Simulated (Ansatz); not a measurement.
# TaN (Fm-3m) in Ansatz: notebook

Runs on TaN. Level: PBE. Tasks: single point.

Program: Ansatz 0.2.0. These are calculated values, not measurements. Logs are shortened: lines on timing, memory, paths and dates and some standing lists are left out, and cuts for length are marked.

## 1. The crystal as given

It takes space group Fm-3m (No. 225, cubic). The conventional cell has a = 4.423 Å, b = 4.423 Å, c = 4.423 Å, α = 90.00°, β = 90.00°, γ = 90.00°. Ta (site symmetry m-3m) is surrounded by 6 N at 2.21 Å. N (site symmetry m-3m) is surrounded by 6 Ta at 2.21 Å.

The cell comes from a database or a generator and needn't be the stable form of this composition.

## 2. Single point, PBE, 10.16 Å³/atom (volume scaled by 0.94)

Input file input.yaml:

```yaml
crystal:
  lattice:
    - [0.0, 2.1661812927, 2.1661812927]
    - [2.1661812927, 0.0, 2.1661812927]
    - [2.1661812927, 2.1661812927, 0.0]
  atoms:
    - { symbol: Ta, position: [0.5, 0.5, 0.5] }
    - { symbol: "N", position: [0.0, 0.0, 0.0] }
kpoints:
  mp_grid: { grid: [10, 10, 10] }
scf:
  occupations: { method: fermi_dirac, width: 0.05 }
hamiltonian:
  xc: pbe
  pseudopotentials: { kind: all_electron, lapw: { basis_error: 0.0005 } }
output:
  forces: true
  stress: true
  eigenvalues: true
```

Potentials or basis: all-electron LAPW, scalar-relativistic.

Run with:

```console
$ ansatz run input.yaml --threads 1 --pin off --max-ram 3072MiB --backend cpu --events-out ev --progress --plain --runs-dir out
```

The program printed:

```text
Warning: RAYON_NUM_THREADS=1 ignored (pool sized by the plan → 1); use --threads N
LAPW: plane waves up to 10.273 Å⁻¹, error target 5.0e-4 eV per atom; small_component_spin mean_spin; N in spheres of 0.917 Å, 7 of its electrons in bands, Dirac shells []; Ta in spheres of 1.250 Å, 45 of its electrons in bands, Dirac shells [] (how accurate: hamiltonian.pseudopotentials.lapw.basis_error, Limitations)
Engine: ansatz 0.2.0, x86_64-unknown-linux-gnu
Pseudopotentials: kind: all_electron
Pseudopotential: Ta, LAPW, valence charge 45, lapw/all_electron/scalar/gaussian/Ta, Koelling and Harmon's equation, gaussian nucleus
Pseudopotential: N, LAPW, valence charge 7, lapw/all_electron/scalar/gaussian/N, Koelling and Harmon's equation, gaussian nucleus
Functional definition: PBE
  parameter kappa = 0.804
  parameter beta = 0.06672455060314922
  exchange = pbe_x(kappa = kappa, mu = beta*pi^2/3)
  correlation = pbe_c(beta = beta)
Crystal: 2 atoms, lattice volume = 20.329 Å³
Basis set: ecut = 402.05886727746383 eV, 339 PW (Γ), exchange–correlation at level 2
Bands: 32, of which v1, the nominal top of the filled ones, is band 26 counted from 1 (25 counted from 0)
Symmetry: 48 space group operations
Space group: Fm-3m (ITA 225), of the structure as read, at distance tolerance 2.7e-5 Å
k-points: 47 of 1000
Non-local potential: Ta, projectors of the file, none
Non-local potential: N, projectors of the file, none
Initial density: superposition of atomic densities (chi_scale 0.1, normalization cell, long waves kept (reshape's long-wave potential 0.00 eV rms))
Initial wavefunctions: plane waves of lowest kinetic energy (no species holds an atomic orbital)
Functional: x = pbe(κ = 0.804, μ = 0.2195149727645171), c = pbe(β = 0.06672455060314922)
iter 1 solved again at ethr=8.04e-3 eV; its pass at ethr=1.00e-1 eV (dr2=4.18e0 eV) is discarded
SCF iter   1: F=—  HF=-426062.638223 eV  |F-HF|=—  |Δ(HF+E_count)|=         —  Δρ=1.32e-1  dr2=4.18e0  ethr=8.04e-3  ⟨swp⟩=2.0  Hψ=9482  notcnv=0
preconditioner: auto → Kerker (q_TF=auto, 3.191 Å⁻¹)  [metal: Δε(μ)=0.130 eV  Ē_g=24.505 eV  σ=0.050 eV  W_gap=0.46  n_scr=14 (ndim 8)  ℏωp=45.1 eV  f_vac=0.000  D(μ)=0.75/eV (n_scr^D=8)]
iter 2 solved again at ethr=3.78e-4 eV; its pass at ethr=8.04e-3 eV (dr2=1.97e-1 eV) is discarded
SCF iter   2: F=—  HF=-426060.875935 eV  |F-HF|=—  |Δ(HF+E_count)|=    1.76e0  Δρ=2.86e-2  dr2=1.97e-1  ethr=3.78e-4  ⟨swp⟩=2.0  Hψ=7539  notcnv=0
preconditioner: auto → none  [insulator: Δε(μ)=0.157 eV  Ē_g=25.443 eV  σ=0.050 eV  W_gap=0.57  n_scr=14 (ndim 8)  ℏωp=45.1 eV  f_vac=0.000  D(μ)=0.61/eV (n_scr^D=0)  ε∞_Penn≈4.1]
SCF iter   3: F=—  HF=-426060.837381 eV  |F-HF|=—  |Δ(HF+E_count)|=         —  Δρ=1.13e-2  dr2=2.02e-2  ethr=3.78e-4  ⟨swp⟩=2.0  Hψ=4455  notcnv=0
the basis was enlarged: its passes take 805.0 KiB over the memory plan, 1 of 1 planned eigensolver slots
SCF iter   4: F=—  HF=-426060.840452 eV  |F-HF|=—  |Δ(HF+E_count)|=   3.07e-3  Δρ=2.01e-3  dr2=5.89e-4  ethr=3.88e-5  ⟨swp⟩=2.0  Hψ=4527  notcnv=0
SCF iter   5: F=—  HF=-426060.829978 eV  |F-HF|=—  |Δ(HF+E_count)|=   1.05e-2  Δρ=9.65e-4  dr2=1.77e-4  ethr=1.13e-6  ⟨swp⟩=2.7  Hψ=4524  notcnv=0
SCF iter   6: F=—  HF=-426060.829997 eV  |F-HF|=—  |Δ(HF+E_count)|=   1.89e-5  Δρ=9.67e-5  dr2=4.97e-7  ethr=3.40e-7  ⟨swp⟩=2.0  Hψ=4481  notcnv=0
SCF iter   7: F=-426060.829999 eV  HF=-426060.829999 eV  |F-HF|=3.16e-8  |Δ(HF+E_count)|=   1.27e-6  Δρ=1.19e-5  dr2=1.00e-8  ethr=9.56e-10  ⟨swp⟩=3.0  Hψ=4677  notcnv=0
SCF 1 converged in 7 iterations: F = -426060.829999 eV  dr2 = 1.00e-8
SCF converged after 7 iterations
Free energy (F): -426060.829999 eV
Harris-Foulkes:  -426060.829999 eV  (|F-HF|=3.16e-8)
Internal energy: -426060.824650 eV  (E = F + TS)
E sigma→0 (E₀):  -426060.827324 eV
Entropy (-TS):   -0.005349 eV (-2.674 meV/atom)
Fermi energy:    28.322328 eV
--- Per-component energies (eV) ---
  E_band       = -5652.859212
  E_kinetic    = 475429.865207
  E_xc         = -8814.273186
  E_electrostatic = -892676.416670  (all electrons and nuclei)
  E_smearing   = -0.005349  (= −TS)
  E_closure    = 0.000000  (closes the sum)
  E_atoms      = -426041.112071  (free atoms, spherical and without spin; not in F)
  Σ components = -426060.829999   (vs F -426060.829999, Δ=0.00e0)
  Basis errors (estimates in eV, not in F): energy 1.7e-4 per atom: plane waves 1.5e-4 (8.1e-5 summed), levels above the bands 2.4e-107, relativity 2.9e-8, radial functions 2.0e-5, core shells 1.6e-11; eigenvalues (radial functions only) 2.3e-6; not estimated: angular momenta, meshes, grids; target (lapw.basis_error) 5.0e-4; muffin-tin radii N 0.917 Å, Ta 1.250 Å
--- Forces (eV/Å), atoms counted from 1 ---
  atom   1  Ta    -0.00000000     0.00000000     0.00000000
  atom   2  N      0.00000000     0.00000000     0.00000000
  max |Σ_I F_I| component: 1.73e-29 eV/Å
--- Stress (GPa, compression-positive) ---
       21.663673       0.000000      -0.000000
        0.000000      21.663673       0.000000
       -0.000000       0.000000      21.663673
  P = ⅓ Tr σ = 21.6637 GPa (216.637 kbar)
--- Band table (eV; the first three rows and the last of 47) ---
  k-point 0: bands = ["-507.8581", "-368.3782", "-368.3782", "-368.3782", "-350.1809", "-189.9488", "-189.9488", "-189.9224", "-189.9224", "-189.9224", "-41.1350", "-7.3649", "-7.3649", "-7.3649", "7.1199", "7.1199", "7.1199", "7.1607", "7.2035", "7.2035", "7.2035", "9.0878", "24.3651", "24.3651", "24.3651", "26.0642", "26.0642", "26.0642", "28.3768", "28.3768", "30.1986", "37.4618"]
  k-point 1: bands = ["-507.8581", "-368.3782", "-368.3782", "-368.3782", "-350.1809", "-189.9488", "-189.9488", "-189.9224", "-189.9224", "-189.9224", "-41.1284", "-7.4698", "-7.3741", "-7.3741", "7.1133", "7.1241", "7.1241", "7.1639", "7.1991", "7.1991", "7.2037", "9.3540", "23.2271", "23.5712", "23.5712", "26.4453", "26.4453", "26.5329", "29.3501", "29.3501", "30.8888", "38.2313"]
  k-point 2: bands = ["-507.8581", "-368.3782", "-368.3782", "-368.3782", "-350.1809", "-189.9488", "-189.9488", "-189.9224", "-189.9224", "-189.9224", "-41.1109", "-7.7350", "-7.3980", "-7.3980", "7.0989", "7.1352", "7.1352", "7.1726", "7.1879", "7.1879", "7.2042", "10.0753", "21.3439", "22.3112", "22.3112", "27.1221", "27.3082", "27.3082", "31.3475", "31.3475", "32.3432", "40.0614"]
  k-point 46: bands = ["-507.8581", "-368.3782", "-368.3782", "-368.3782", "-350.1809", "-189.9488", "-189.9488", "-189.9224", "-189.9224", "-189.9224", "-41.0418", "-8.0439", "-7.8832", "-7.7282", "7.1371", "7.1549", "7.1565", "7.1609", "7.1627", "7.1652", "7.2069", "11.0288", "20.8151", "21.3528", "21.4149", "26.9202", "29.2710", "32.1229", "32.5024", "33.3798", "38.2747", "39.6678"]
```

It took 8.4 s on 1 thread of Intel Xeon 6975P-C (Granite Rapids), shared host; peak memory 0.41 GiB.

Results:

```
Free energy            : -426060.8300 eV
Pressure               : 21.7 GPa
Band gap on the k mesh : none (metal or under the smearing width)
```

## 3. Single point, PBE, 10.38 Å³/atom (volume scaled by 0.96)

input.yaml, as its differences from that of step 2:

```diff
@@ -2,5 +2,5 @@
   lattice:
-    - [0.0, 2.1661812927, 2.1661812927]
-    - [2.1661812927, 0.0, 2.1661812927]
-    - [2.1661812927, 2.1661812927, 0.0]
+    - [0.0, 2.1814365931, 2.1814365931]
+    - [2.1814365931, 0.0, 2.1814365931]
+    - [2.1814365931, 2.1814365931, 0.0]
   atoms:
```

Potentials or basis: all-electron LAPW, scalar-relativistic.

Run with:

```console
$ ansatz run input.yaml --threads 1 --pin off --max-ram 3072MiB --backend cpu --events-out ev --progress --plain --runs-dir out
```

Wall time 11 s (1 thread of Intel Xeon 6975P-C (Granite Rapids), shared host); peak memory 0.4 GiB.

Results (log left out):

```yaml
Free_energy: -426060.8769 eV
Pressure: 13.2 GPa
Band_gap_on_the_k_mesh: none (metal or under the smearing width)
```

## 4. Single point, PBE, 10.60 Å³/atom (volume scaled by 0.98)

input.yaml, as its differences from that of step 3:

```diff
@@ -2,5 +2,5 @@
   lattice:
-    - [0.0, 2.1814365931, 2.1814365931]
-    - [2.1814365931, 0.0, 2.1814365931]
-    - [2.1814365931, 2.1814365931, 0.0]
+    - [0.0, 2.1964814589, 2.1964814589]
+    - [2.1964814589, 0.0, 2.1964814589]
+    - [2.1964814589, 2.1964814589, 0.0]
   atoms:
```

Run with:

```console
$ ansatz run input.yaml --threads 1 --pin off --max-ram 3072MiB --backend cpu --events-out ev --progress --plain --runs-dir out
```

Wall time 9.4 s (1 thread of Intel Xeon 6975P-C (Granite Rapids), shared host); peak memory 0.4 GiB.

The run converged. Its results:

```yaml
Free_energy: -426060.9021 eV
Pressure: 5.6 GPa
Band_gap_on_the_k_mesh: none (metal or under the smearing width)
```

## 5. Single point, PBE, 10.81 Å³/atom

input.yaml, as its differences from that of step 4:

```diff
@@ -2,5 +2,5 @@
   lattice:
-    - [0.0, 2.1964814589, 2.1964814589]
-    - [2.1964814589, 0.0, 2.1964814589]
-    - [2.1964814589, 2.1964814589, 0.0]
+    - [0.0, 2.211323, 2.211323]
+    - [2.211323, 0.0, 2.211323]
+    - [2.211323, 2.211323, 0.0]
   atoms:
```

Run with:

```console
$ ansatz run input.yaml --threads 1 --pin off --max-ram 3072MiB --backend cpu --events-out ev --progress --plain --runs-dir out
```

Wall time 9.6 s (1 thread of Intel Xeon 6975P-C (Granite Rapids), shared host); peak memory 0.4 GiB.

It converged, with:

```
Free energy            : -426060.9079 eV
Pressure               : -1.2 GPa
Band gap on the k mesh : none (metal or under the smearing width)
```

## 6. Single point, PBE, 11.03 Å³/atom (volume scaled by 1.02)

input.yaml, as its differences from that of step 5:

```diff
@@ -2,5 +2,5 @@
   lattice:
-    - [0.0, 2.211323, 2.211323]
-    - [2.211323, 0.0, 2.211323]
-    - [2.211323, 2.211323, 0.0]
+    - [0.0, 2.22596795, 2.22596795]
+    - [2.22596795, 0.0, 2.22596795]
+    - [2.22596795, 2.22596795, 0.0]
   atoms:
```

Potentials or basis: all-electron LAPW, scalar-relativistic.

Run with:

```console
$ ansatz run input.yaml --threads 1 --pin off --max-ram 3072MiB --backend cpu --events-out ev --progress --plain --runs-dir out
```

Run time: 8.6 s. Hardware: 1 thread of Intel Xeon 6975P-C (Granite Rapids), shared host; peak memory 0.4 GiB.

The run converged. Its results:

- Free energy: -426060.8963 eV
- Pressure: -7.3 GPa
- Band gap on the k mesh: none (metal or under the smearing width)

## 7. Single point, PBE, 11.25 Å³/atom (volume scaled by 1.04)

input.yaml, as its differences from that of step 6:

```diff
@@ -2,5 +2,5 @@
   lattice:
-    - [0.0, 2.22596795, 2.22596795]
-    - [2.22596795, 0.0, 2.22596795]
-    - [2.22596795, 2.22596795, 0.0]
+    - [0.0, 2.2404226923, 2.2404226923]
+    - [2.2404226923, 0.0, 2.2404226923]
+    - [2.2404226923, 2.2404226923, 0.0]
   atoms:
```

Run with:

```console
$ ansatz run input.yaml --threads 1 --pin off --max-ram 3072MiB --backend cpu --events-out ev --progress --plain --runs-dir out
```

It took 9 s on 1 thread of Intel Xeon 6975P-C (Granite Rapids), shared host; peak memory 0.38 GiB.

The run converged. Its results:

```
Free energy            : -426060.8691 eV
Pressure               : -12.8 GPa
Band gap on the k mesh : none (metal or under the smearing width)
```

## 8. Single point, PBE, 11.46 Å³/atom (volume scaled by 1.06)

input.yaml, as its differences from that of step 7:

```diff
@@ -2,5 +2,5 @@
   lattice:
-    - [0.0, 2.2404226923, 2.2404226923]
-    - [2.2404226923, 0.0, 2.2404226923]
-    - [2.2404226923, 2.2404226923, 0.0]
+    - [0.0, 2.2546932853, 2.2546932853]
+    - [2.2546932853, 0.0, 2.2546932853]
+    - [2.2546932853, 2.2546932853, 0.0]
   atoms:
```

Run with:

```console
$ ansatz run input.yaml --threads 1 --pin off --max-ram 3072MiB --backend cpu --events-out ev --progress --plain --runs-dir out
```

It took 10 s on 1 thread of Intel Xeon 6975P-C (Granite Rapids), shared host; peak memory 0.4 GiB.

Results (log left out):

```
Free energy            : -426060.8279 eV
Pressure               : -17.7 GPa
Band gap on the k mesh : none (metal or under the smearing width)
```
